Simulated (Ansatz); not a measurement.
# CdS: how well frozen cores do, part 2 of 2

Aim: solve CdS at one geometry with LAPW, all electrons, frozen-core PAW and all-electron PAW on datasets made for the crystal, and see where they agree.

Ansatz 0.2.0; DFT LDA; a database cell (COD). «Crystal datasets» are all-electron PAW datasets made for this crystal. The steps go on from the part before.

**4. All-electron PAW on datasets made for the crystal**

input.yaml reads:

```yaml
crystal:
  lattice:
    - [4.1347992034, 0.0, 0.0]
    - [-2.0673996017, 3.5808411497, 0.0]
    - [0.0, 0.0, 6.749]
  atoms:
    - { symbol: Cd, position: [0.3333333333, 0.6666666667, 0.0] }
    - { symbol: Cd, position: [0.6666666667, 0.3333333333, 0.5] }
    - { symbol: S, position: [0.3333333333, 0.6666666667, 0.385] }
    - { symbol: S, position: [0.6666666667, 0.3333333333, 0.885] }
kpoints:
  mp_grid: { grid: [8, 8, 4] }
  band_path:
    path:
      - [0.0, 0.0, 0.0]
      - [0.5, 0.0, 0.0]
      - [0.3333333333, 0.3333333333, 0.0]
      - [0.0, 0.0, 0.0]
      - [0.0, 0.0, 0.5]
      - [0.5, 0.0, 0.5]
      - [0.3333333333, 0.3333333333, 0.5]
      - [0.0, 0.0, 0.5]
      - [0.5, 0.0, 0.5]
    npoints: 8
scf:
  occupations: { method: fermi_dirac, width: 0.02 }
hamiltonian:
  xc: lda
  pseudopotentials: { kind: all_electron, datasets: crystal }
output:
  forces: true
  stress: true
  eigenvalues: true
  efg: { contact_densities: true }
```

Launch:

```
$ ansatz run input.yaml --threads 1 --pin off --max-ram 4096MiB --backend cpu --events-out ev --progress --plain --runs-dir out
```

Standard output:

```text
hamiltonian.pseudopotentials.datasets: crystal makes datasets for this crystal and solves the spheres of its atoms anew in each pass: cutoff 260.0 eV, the density's 1040.0 eV; for an error of 0.50 meV an atom under PBE, 2.0 meV for the cell; an energy difference from a run of another recipe may be off by several times the error for the cell, under r2SCAN by more, where some 0.1 meV an atom stays at smaller errors; S in spheres of 1.132 Å, 6 of its electrons in bands; Cd in spheres of 1.376 Å, 12 of its electrons in bands, 8 on its site; only band paths and densities of states list, in semicore columns, the levels of the semicore shells that are solved separately: 4s of Cd, 4p of Cd
Cd: output.efg is read without spin–orbit coupling, which moves field gradients at and beside such atoms by some per cent and up to a factor of two; PAW files take it under magnetization.noncollinear and magnetization.spin_orbit
Engine: ansatz 0.2.0
Pseudopotentials: kind: all_electron
Pseudopotential: Cd, paw, valence charge 20, recommended cutoff 260 eV (normal), Koelling and Harmon's equation, gaussian nucleus
Pseudopotential: S, paw, valence charge 6, recommended cutoff 260 eV (normal), Koelling and Harmon's equation, gaussian nucleus
Functional definition: SPW92
  exchange = slater_x
  correlation = pw_c
Crystal: 4 atoms, lattice volume = 99.926 Å³
Basis set: ecut = 260 eV, 989 PW (Γ)
Bands: 22, of which v1, the nominal top of the filled ones, is band 18 counted from 1 (17 counted from 0)
Symmetry: 12 space group operations
Space group: P63mc (ITA 186), of the structure as read, at distance tolerance 4.6e-5 Å
k-points: 30 of 256 (time reversal used)
Non-local potential: Cd, projectors of the file, l = 0: 1, l = 1: 1, l = 2: 2
Non-local potential: S, projectors of the file, l = 0: 1, l = 1: 1, l = 2: 2
PAW form: soft (Blöchl's): semilocal exchange-correlation on the pseudo side does not see the compensation charge
PAW one-centre angular grid: Cd, 590 points (default); XC on its mesh's 1869 points in the sphere
PAW one-centre angular grid: S, 110 points (default); XC on its mesh's 1925 points in the sphere
Initial density: superposition of atomic densities (neutral atoms: chi_scale 0, normalization atom)
Initial wavefunctions: pseudopotential atomic-orbital guess
Functional: x = slater, c = lda
iter 1 solved again at ethr=8.32e-3 eV; its pass at ethr=1.00e-1 eV (dr2=3.00e0 eV) is discarded
SCF iter   1: F=—  HF=-325861.922319 eV  |F-HF|=—  |Δ(HF+E_count)|=         —  Δρ=3.76e-2  dr2=2.94e0  ethr=8.32e-3  ⟨swp⟩=2.7  Hψ=3343  notcnv=0
preconditioner: auto → Resta (q_TF=auto, 2.301 Å⁻¹)  ε∞=5.7  [insulator: Δε(μ)=1.462 eV  Ē_g=10.232 eV  σ=0.020 eV  W_gap=1.00  n_scr=22 (ndim 8)  ℏωp=22.3 eV  f_vac=0.021  D(μ)=0.00/eV (n_scr^D=0)  ε∞_Penn≈5.7]
SCF iter   2: F=—  HF=-325861.052656 eV  |F-HF|=—  |Δ(HF+E_count)|=   8.70e-1  Δρ=1.66e-2  dr2=4.43e-1  ethr=8.18e-3  ⟨swp⟩=3.1  Hψ=1523  notcnv=0  defer=2
iter 3 solved again at ethr=8.59e-5 eV; its pass at ethr=1.23e-3 eV (dr2=3.09e-2 eV) is discarded
SCF iter   3: F=—  HF=-325860.894261 eV  |F-HF|=—  |Δ(HF+E_count)|=   1.58e-1  Δρ=5.69e-3  dr2=3.15e-2  ethr=8.59e-5  ⟨swp⟩=2.7  Hψ=3172  notcnv=0  defer=5
SCF iter   4: F=—  HF=-325860.889894 eV  |F-HF|=—  |Δ(HF+E_count)|=   4.37e-3  Δρ=2.50e-3  dr2=5.04e-3  ethr=8.59e-5  ⟨swp⟩=3.2  Hψ=1673  notcnv=0  defer=5
SCF iter   5: F=—  HF=-325860.889834 eV  |F-HF|=—  |Δ(HF+E_count)|=   5.96e-5  Δρ=7.84e-4  dr2=6.12e-4  ethr=1.40e-5  ⟨swp⟩=3.1  Hψ=1688  notcnv=0  defer=3
SCF iter   6: F=—  HF=-325860.889910 eV  |F-HF|=—  |Δ(HF+E_count)|=   7.62e-5  Δρ=4.02e-4  dr2=1.86e-4  ethr=1.70e-6  ⟨swp⟩=2.1  Hψ=1423  notcnv=0  defer=2
SCF iter   7: F=—  HF=-325860.889934 eV  |F-HF|=—  |Δ(HF+E_count)|=   2.36e-5  Δρ=7.68e-5  dr2=7.29e-6  ethr=5.18e-7  ⟨swp⟩=2.1  Hψ=1208  notcnv=0
SCF iter   8: F=—  HF=-325860.889941 eV  |F-HF|=—  |Δ(HF+E_count)|=   7.20e-6  Δρ=2.22e-5  dr2=6.46e-7  ethr=2.03e-8  ⟨swp⟩=3.0  Hψ=1509  notcnv=0
SCF iter   9: F=-325860.889941 eV  HF=-325860.889941 eV  |F-HF|=1.06e-8  |Δ(HF+E_count)|=   2.16e-7  Δρ=5.34e-6  dr2=3.58e-8  ethr=1.79e-9  ⟨swp⟩=3.0  Hψ=1591  notcnv=0
SCF 1 converged in 9 iterations: F = -325860.889943 eV  dr2 = 3.58e-8
  Residual-converged pass: ⟨swp⟩=3.9  Hψ=1675  notcnv=0  max |occ|·‖R‖ = 6.6e-6 eV (tolerance 6.7e-6 eV)  dr2=3.52e-8  dr2_onsite=2.01e-8  max |Δocc| = 6.7e-15
NSCF: frozen V_eff on 65 k-points
SCF converged after 9 iterations
Free energy (F): -325860.889943 eV
Harris-Foulkes:  -325860.889943 eV  (|F-HF|=1.06e-8)
Internal energy: -325860.889943 eV  (E = F + TS)
E sigma→0 (E₀):  -325860.889943 eV
Past the cutoff: the bands carry plane waves up to 1.75 times it, of which those up to 1.5 times it add -0.000195 eV an atom, each by itself; the spheres take 0.000372 eV an atom off the energy for waves past 1.75 times it
By the cutoff:   a pressure is off by up to 0.007 GPa (1.2 times the spheres' own share and the shells' term, over an atom's volume, and 0.004 GPa: a bound that held against runs at twice the plane waves)
Past the cutoffs: a stress includes 0.0006 GPa for waves and charges beyond them, in addition to the slope of what the spheres take
In the spheres:  the bands' charges fall short by 1.8e-6 e at most (sound up to 1e-3), those of shells solved beside the bands by 1.7e-7 e (sound up to 5e-4)
Fermi energy:    7.837424 eV
--- Per-component energies (eV) ---
  The terms above E_closure are by the made datasets' own strengths, without shells solved beside the bands.
--- Forces (eV/Å), atoms counted from 1 ---
  atom   1  Cd    -0.00000000     0.00000000     0.23671783
  atom   2  Cd    -0.00000000    -0.00000000     0.23671783
  atom   3  S      0.00000000     0.00000000    -0.23670308
  atom   4  S     -0.00000000    -0.00000000    -0.23670308
  max |Σ_I F_I| component: 2.95e-5 eV/Å
--- Stress (GPa, compression-positive) ---
       -2.104698       0.000000      -0.000000
        0.000000      -2.104698       0.000000
       -0.000000       0.000000      -3.898770
  P = ⅓ Tr σ = -2.7027 GPa (-27.027 kbar)
  It holds what live shells' own plane waves past their cutoff add
--- PAW observables at the nuclei: V_zz in 10²¹ V/m², potentials from the cell's mean, atoms counted from 1 ---
  atom   1  Cd V_zz =    +3.138510   η = 0.0000   by run symmetry: allowed
            electrostatic potential = -7699.630053 V   contact ρ = 1031675.321965 e/Å³
  atom   2  Cd V_zz =    +3.138510   η = 0.0000   by run symmetry: allowed
            electrostatic potential = -7699.630053 V   contact ρ = 1031675.321965 e/Å³
  atom   3  S  V_zz =    -0.743387   η = 0.0000   by run symmetry: allowed
            electrostatic potential = -1630.283463 V   contact ρ = 19621.345835 e/Å³
  atom   4  S  V_zz =    -0.743387   η = 0.0000   by run symmetry: allowed
            electrostatic potential = -1630.283463 V   contact ρ = 19621.345835 e/Å³
--- Band table (eV; the first three rows and the last of 30) ---
  k-point 0: bands = ["-4.9717", "-4.5415", "-0.3712", "-0.3712", "-0.3023", "-0.3023", "-0.2983", "0.0755", "0.0755", "0.1689", "0.1689", "0.5191", "3.0327", "6.6447", "6.6447", "7.3195", "7.3581", "7.3581", "8.3012", "9.8323"]
  k-point 1: bands = ["-4.9074", "-4.6023", "-0.3641", "-0.3641", "-0.3154", "-0.3154", "-0.2546", "0.0918", "0.0918", "0.1579", "0.1579", "0.2625", "3.6285", "6.2857", "6.7436", "6.7436", "7.2476", "7.2476", "9.2259", "9.9171"]
  k-point 2: bands = ["-4.7532", "-4.7532", "-0.3427", "-0.3427", "-0.3427", "-0.3427", "-0.0816", "-0.0816", "0.1275", "0.1275", "0.1275", "0.1275", "4.8858", "4.8858", "6.9897", "6.9897", "6.9897", "6.9897", "9.9409", "9.9409"]
  k-point 29: bands = ["-4.4224", "-4.4224", "-0.1539", "-0.1539", "-0.1415", "-0.1415", "0.0579", "0.0579", "0.1083", "0.1083", "0.6413", "0.6413", "3.2182", "3.2182", "4.9582", "4.9582", "6.2554", "6.2554", "11.4532", "11.4532"]
```

It took 62 s on 1 thread of Arm Neoverse V1, shared host; peak memory 0.75 GiB.

This run gives: pressure -2.70 GPa; gap 0.94 eV, direct at Γ; largest force 0.237 eV/Å; Vzz Cd1 3.14 (η = 0.00), S3 -0.74 (η = 0.00) (10²¹ V/m²).

```csv
atom,contact density (e/Å³)
Cd1,1031675
S3,19621.35
```

**5. The methods compared**

Highest filled and lowest empty level at the labelled points (eV from each run's valence-band top):

```csv
point,LAPW top,LAPW bottom,PAW top,PAW bottom,crystal datasets top,crystal datasets bottom
Γ,0.00,0.94,0.00,0.94,0.00,0.94
M,-0.85,3.50,-0.85,3.50,-0.85,3.50
K,-1.79,4.57,-1.79,4.57,-1.79,4.57
Γ,0.00,0.94,0.00,0.94,0.00,0.94
A,-0.37,2.58,-0.37,2.58,-0.37,2.58
L,-1.30,3.27,-1.30,3.28,-1.30,3.27
H,-1.09,4.18,-1.08,4.18,-1.09,4.18
A,-0.37,2.58,-0.37,2.58,-0.37,2.58
L,-1.30,3.27,-1.30,3.28,-1.30,3.27
```

| method | pressure (GPa) | gap (eV) | largest force (eV/Å) | Vzz Cd1 (10²¹ V/m²) | Vzz S3 (10²¹ V/m²) | SCF cycles, all passes |
| --- | --- | --- | --- | --- | --- | --- |
| LAPW | -2.70 | 0.94 | 0.237 | – | – | 9 |
| PAW | -2.72 | 0.94 | 0.236 | 3.09 | -0.74 | 7 |
| crystal datasets | -2.70 | 0.94 | 0.237 | 3.14 | -0.74 | 9 |

**6. Results**

The summary covers parts 1 to 2.

| quantity | value |
| --- | --- |
| pressure | LAPW -2.70, PAW -2.72, crystal datasets -2.70 GPa |
| gap (LAPW) | 0.94 eV, direct at Γ |
| largest force | LAPW 0.237, PAW 0.236, crystal datasets 0.237 eV/Å |
| Bader charges (PAW) | Cd1 +0.78, S3 -0.78 e |
| highest ELF (PAW) | 0.88, 0.81 Å from S |

**Reading.** The pressure of -2.7 GPa pushes the cell to shrink, with the atoms held in place. A gap opens: 0.94 eV, direct at Γ. It is the Kohn-Sham gap of a semilocal functional, which mostly lies below the gap found in experiment. Against the measured gap of CdS, 2.5809 eV (quoted in “Isotope dependence of band-gap energy”, 2008, arxiv:0807.2152), the calculated 0.94 eV is off by -63.5 %. So large a miss can be the level of theory's own, or it may mean another phase, state or a wrong row. 2 values of this kind are on record in papers (2.44 to 2.5809 eV); this one was drawn at random among those near their median, those with a stated uncertainty first. Semilocal functionals fall short of gaps. The calculation has no temperature and no excitons, and leaves out spin-orbit coupling. The top eV of the valence band is mostly S 3p (92 % of the projected weight). The projection holds only the free atom's occupied shells (Cd 5s, Cd 4d, S 3s, S 3p in this range). The field gradient at Cd1, the largest by crystal datasets, is 3.09 by PAW and 3.14 by crystal datasets (10²¹ V/m²), within 5 %. No spin–orbit coupling: at heavy atoms the gradients can be off by tens of per cent for that reason. PAW lies -0.02 GPa from LAPW in pressure and less than 0.01 eV in the gap. The forces differ by at most 1 meV/Å in a component, on a largest force of 0.237 eV/Å. LAPW took about 2.3 times as long as PAW (2.3 min against 60 s, on a shared host and with the outputs that each input asks for).
